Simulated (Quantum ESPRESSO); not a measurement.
# KI (Fm-3m) in Quantum ESPRESSO: notebook, part 2 of 2

Quantum ESPRESSO 7.5. The steps go on from the part before.

## Step 3: Phonons, PBE

File pw.in:

```
&CONTROL
  calculation = 'scf'
  prefix = 'pwscf'
  outdir = './tmp'
  pseudo_dir = './pseudo'
  tprnfor = .true.
  tstress = .true.
  disk_io = 'low'
/
&SYSTEM
  ibrav = 0
  A = 4.99609832
  nat = 2
  ntyp = 2
  ecutwfc = 75
  nbnd = 20
  occupations = 'smearing'
  smearing = 'fd'
  degauss = 0.00367493
/
&ELECTRONS
  conv_thr = 4d-10
  electron_maxstep = 120
  mixing_beta = 0.5
/
ATOMIC_SPECIES
I    126.9045 I_ONCV_PBE-1.2.upf
K     39.0983 K_ONCV_PBE-1.2.upf
CELL_PARAMETERS alat
   0.0000000000    0.7071067809    0.7071067809
   0.7071067809    0.0000000000    0.7071067809
   0.7071067809    0.7071067809    0.0000000000
ATOMIC_POSITIONS alat
I      0.7071067809    0.7071067809    0.7071067809
K      0.0000000000    0.0000000000    0.0000000000
K_POINTS automatic
4 4 4 1 1 1
```

File scf2.in:

```
&CONTROL
  calculation = 'scf'
  prefix = 'pwscf'
  outdir = './tmp'
  pseudo_dir = './pseudo'
  tprnfor = .true.
  tstress = .true.
  disk_io = 'low'
/
&SYSTEM
  ibrav = 0
  A = 4.99609832
  nat = 2
  ntyp = 2
  ecutwfc = 75
  nbnd = 20
  occupations = 'fixed'
/
&ELECTRONS
  conv_thr = 1d-13
  electron_maxstep = 120
  mixing_beta = 0.5
  startingpot = 'file'
  startingwfc = 'file'
/
ATOMIC_SPECIES
I    126.9045 I_ONCV_PBE-1.2.upf
K     39.0983 K_ONCV_PBE-1.2.upf
CELL_PARAMETERS alat
   0.0000000000    0.7071067809    0.7071067809
   0.7071067809    0.0000000000    0.7071067809
   0.7071067809    0.7071067809    0.0000000000
ATOMIC_POSITIONS alat
I      0.7071067809    0.7071067809    0.7071067809
K      0.0000000000    0.0000000000    0.0000000000
K_POINTS automatic
4 4 4 1 1 1
```

File ph.in:

```
phonons of KI
&INPUTPH
  prefix = 'pwscf'
  outdir = './tmp'
  tr2_ph = 1d-18
  fildyn = 'dyn'
  niter_ph = 90
  alpha_mix(1) = 0.7
  epsil = .true.
/
0.0000000000 0.0000000000 0.0000000000
```

File dynmat.in:

```
&INPUT
  fildyn = 'dyn'
  asr = 'crystal'
  lperm = .true.
  filout = 'dynmat.disp'
  fileig = 'dynmat.eig'
/
```

File dynmat_lo.in:

```
&INPUT
  fildyn = 'dyn'
  asr = 'crystal'
  filout = 'dynmat_lo.disp'
  fileig = 'dynmat_lo.eig'
  q(1) = 0
  q(2) = 0
  q(3) = 1
/
```

Potentials or basis: SG15 PBE 1.2.

Command:

```console
$ OMP_NUM_THREADS=1 mpirun -n 4 pw.x -nk 2 -in pw.in > pw.out
$ OMP_NUM_THREADS=1 mpirun -n 4 pw.x -nk 2 -in scf2.in > scf2.out
$ OMP_NUM_THREADS=1 mpirun -n 4 ph.x -nk 2 -in ph.in > ph.out
$ OMP_NUM_THREADS=1 mpirun -n 1 dynmat.x -in dynmat.in > dynmat.out
$ OMP_NUM_THREADS=1 mpirun -n 1 dynmat.x -in dynmat_lo.in > dynmat_lo.out
```

pw.out:

```text
This program is part of the open-source Quantum ESPRESSO suite
     for quantum simulation of materials; please cite
[... 6 lines left out ...]
     using ibrav=0 with symmetry is DISCOURAGED, use correct ibrav instead

     K-points division:     npool     =       2
     Subspace diagonalization in iterative solution of the eigenvalue problem:
     a serial algorithm will be used

     --------------------
     sticks:   dense  smooth     PW     G-vecs:    dense   smooth      PW
     Min         914     914    258                25956    25956    3911
     Max         917     917    259                25957    25957    3912
     Sum        1831    1831    517                51913    51913    7823

     Using Slab Decomposition

     bravais-lattice index     =            0
     lattice parameter (alat)  =       9.4413  a.u.
     unit-cell volume          =     595.0789 (a.u.)^3
     number of atoms/cell      =            2
     number of atomic types    =            2
     number of electrons       =        26.00
     number of Kohn-Sham states=           20
     kinetic-energy cutoff     =      75.0000  Ry
     charge density cutoff     =     300.0000  Ry
     scf convergence threshold =      4.0E-10
     mixing beta               =       0.5000
     number of iterations used =            8  plain     mixing
     Exchange-correlation= PBE
                           (   1   4   3   4   0   0   0)

     celldm(1)=   9.441258  celldm(2)=   0.000000  celldm(3)=   0.000000
     celldm(4)=   0.000000  celldm(5)=   0.000000  celldm(6)=   0.000000

     crystal axes: (cart. coord. in units of alat)
               a(1) = (   0.000000   0.707107   0.707107 )
               a(2) = (   0.707107   0.000000   0.707107 )
               a(3) = (   0.707107   0.707107   0.000000 )

     reciprocal axes: (cart. coord. in units 2 pi/alat)
               b(1) = ( -0.707107  0.707107  0.707107 )
               b(2) = (  0.707107 -0.707107  0.707107 )
               b(3) = (  0.707107  0.707107 -0.707107 )

     PseudoPot. # 1 for I  read from file:
     I_ONCV_PBE-1.2.upf
     Pseudo is Norm-conserving, Zval = 17.0
     Generated using ONCVPSP code by D. R. Hamann
[... 35 lines left out ...]
        k(    2) = (   0.2651650   0.2651650  -0.0883883), wk =   0.1875000
        k(    3) = (  -0.2651650  -0.2651650   0.4419417), wk =   0.1875000
        k(    4) = (  -0.0883883  -0.0883883   0.2651650), wk =   0.1875000
        k(    5) = (   0.4419417   0.0883883   0.0883883), wk =   0.1875000
        k(    6) = (  -0.0883883  -0.4419417   0.6187184), wk =   0.3750000
        k(    7) = (   0.0883883  -0.2651650   0.4419417), wk =   0.3750000
        k(    8) = (  -0.6187184   0.0883883   0.0883883), wk =   0.1875000
        k(    9) = (   0.2651650   0.2651650   0.2651650), wk =   0.0625000
        k(   10) = (  -0.2651650  -0.2651650   0.7954951), wk =   0.1875000

     Dense  grid:    51913 G-vectors     FFT dimensions: (  54,  54,  54)

     Initial potential from superposition of free atoms

     starting charge      25.7107, renormalised to      26.0000
     Starting wfcs are random

     Self-consistent Calculation

     iteration #  1     ecut=    75.00 Ry     beta= 0.50
     Davidson diagonalization with overlap
     ethr =  1.00E-02,  avg # of iterations =  8.4

     Threshold (ethr) on eigenvalues was too large:
     Diagonalizing with lowered threshold

     Davidson diagonalization with overlap
     ethr =  9.54E-05,  avg # of iterations =  7.1

     total energy              =    -255.72713137 Ry
     estimated scf accuracy    <       0.02071532 Ry
[... 43 lines left out ...]
     iteration #  8     ecut=    75.00 Ry     beta= 0.50
     Davidson diagonalization with overlap
     ethr =  8.43E-12,  avg # of iterations =  2.4

     End of self-consistent calculation

          k = 0.0884 0.0884 0.0884 (  6501 PWs)   bands (ev):

   -39.9687 -39.9687 -39.9636 -39.9636 -39.9636 -25.6867  -9.1997  -9.1757
    -9.1757  -7.6533   2.5583   2.7614   2.7614   7.1581   9.2476   9.4882
     9.4882  10.2167  10.2167  13.1618

          k = 0.2652 0.2652-0.0884 (  6505 PWs)   bands (ev):

   -39.9687 -39.9687 -39.9636 -39.9636 -39.9636 -25.6856  -9.2701  -9.1845
    -9.1755  -7.5109   1.8885   2.5241   2.5678   8.2902   9.3107  10.0859
    10.2818  11.0900  11.2210  12.5935

          k =-0.2652-0.2652 0.4419 (  6525 PWs)   bands (ev):
[... 19 lines left out ...]
   -39.9687 -39.9687 -39.9636 -39.9636 -39.9636 -25.6844  -9.2445  -9.2038
    -9.1930  -7.4917   1.9097   2.1628   2.3636   8.6991   9.5196   9.8858
    11.1721  11.4328  12.1343  12.7845

          k = 0.0884-0.2652 0.4419 (  6525 PWs)   bands (ev):

   -39.9687 -39.9687 -39.9636 -39.9636 -39.9636 -25.6849  -9.2751  -9.1920
    -9.1816  -7.4763   1.7677   2.3465   2.4635   8.7202   9.3651  10.1120
    11.0364  11.3678  11.5748  12.7739

          k =-0.6187 0.0884 0.0884 (  6529 PWs)   bands (ev):

   -39.9687 -39.9686 -39.9636 -39.9636 -39.9636 -25.6844  -9.2271  -9.2009
    -9.1914  -7.5326   1.8454   2.3458   2.4529   7.9931   8.8485  10.8340
    10.9776  11.7381  12.2119  12.5935

          k = 0.2652 0.2652 0.2652 (  6514 PWs)   bands (ev):
[... 7 lines left out ...]
   -39.9687 -39.9687 -39.9636 -39.9636 -39.9636 -25.6846  -9.2750  -9.1995
    -9.1820  -7.4621   1.7719   2.1884   2.4462   8.8981   9.7553  10.0791
    11.1613  11.1940  11.7257  12.7310

     the Fermi energy is     5.2507 ev

!    total energy              =    -255.72950464 Ry
     estimated scf accuracy    <          1.0E-10 Ry
     smearing contrib. (-TS)   =       0.00000000 Ry
     internal energy E=F+TS    =    -255.72950464 Ry

     The total energy is F=E-TS. E is the sum of the following terms:
     one-electron contribution =    -150.20583926 Ry
     hartree contribution      =      74.88525043 Ry
     xc contribution           =     -28.38194161 Ry
     ewald contribution        =    -152.02697420 Ry

     convergence has been achieved in   8 iterations

     Forces acting on atoms (cartesian axes, Ry/au):

     atom    1 type  1   force =    -0.00000000   -0.00000000    0.00000000
     atom    2 type  2   force =     0.00000000    0.00000000   -0.00000000

     Total force =     0.000000     Total SCF correction =     0.000000

     Computing stress (Cartesian axis) and pressure

          total   stress  (Ry/bohr**3)                   (kbar)     P=        5.89
   0.00004007   0.00000000   0.00000000            5.89        0.00        0.00
   0.00000000   0.00004007   0.00000000            0.00        5.89        0.00
   0.00000000   0.00000000   0.00004007            0.00        0.00        5.89

=------------------------------------------------------------------------------=
   JOB DONE.
=------------------------------------------------------------------------------=
```

scf2.out:

```text
This program is part of the open-source Quantum ESPRESSO suite
     for quantum simulation of materials; please cite
[... 6 lines left out ...]
     using ibrav=0 with symmetry is DISCOURAGED, use correct ibrav instead

     K-points division:     npool     =       2
[... 205 lines left out ...]
   0.00004004  -0.00000000   0.00000000            5.89       -0.00        0.00
  -0.00000000   0.00004004  -0.00000000           -0.00        5.89       -0.00
   0.00000000  -0.00000000   0.00004004            0.00       -0.00        5.89

=------------------------------------------------------------------------------=
   JOB DONE.
=------------------------------------------------------------------------------=
```

Wall time 3.7 min (4 MPI ranks of Arm Neoverse V1, shared host); peak memory 0.4 GiB.

What came out:

```yaml
Free_energy: -3479.3772 eV
Pressure_after_relaxing: 0.6 GPa
Electronic_dielectric_tensor_diagonal: 2.86
Born_charges_mean_of_the_diagonal: I -1.14; K +1.14 e
Highest_phonon_frequency_at_Γ_LO-TO_splitting_left_out: 102 cm⁻¹
Static_dielectric_tensor_diagonal: 5.25
```

Levels at points of the mesh, in eV from the valence-band top:
```csv
k point,band 11,band 12,band 13,band 14,band 15,band 16
"(0.12, 0.12, 0.12)",-0.20,0.00,0.00,4.40,6.49,6.73
```

Phonon frequencies in cm⁻¹ (negative: imaginary):
| q point | frequencies |
| --- | --- |
| (0.000, 0.000, 0.000) | 15 15 15 102 102 102 |

Electronic dielectric tensor:
```
2.86 0.00 0.00
0.00 2.86 0.00
0.00 0.00 2.86
```

Born effective charge tensors (e):
atom 1, I
```
-1.14  0.00  0.00
 0.00 -1.14  0.00
 0.00  0.00 -1.14
```
atom 2, K
```
1.14 0.00 0.00
0.00 1.14 0.00
0.00 0.00 1.14
```

Optical modes at Γ, degenerate ones joined, polar ones without the macroscopic field:
| cm⁻¹ | components | symmetry | active in | IR intensity, summed ((D/Å)²/amu) |
| --- | --- | --- | --- | --- |
| 101 | 3 | T1u | IR | 3.01 |

Zone-centre frequencies without and with the macroscopic field along z (cm⁻¹):
```csv
,optical modes in rising order
without,101 101 101
with the field,101 101 137
```

Static dielectric tensor, electrons and zone-centre modes:
```
5.25 0.00 0.00
0.00 5.25 0.00
0.00 0.00 5.25
```

The run has no spin-orbit coupling, so splittings on I are missing.

## Step 4: Against experiment

Step 2. A measured high-frequency dielectric constant of KI is 2.65 (a printed reference work, monograph); the calculated 2.87 misses it by +8.5 %.

Step 3. Against the measured high-frequency dielectric constant of KI, 2.65 (a printed reference work, monograph), the calculated 2.86 is off by +7.9 %.
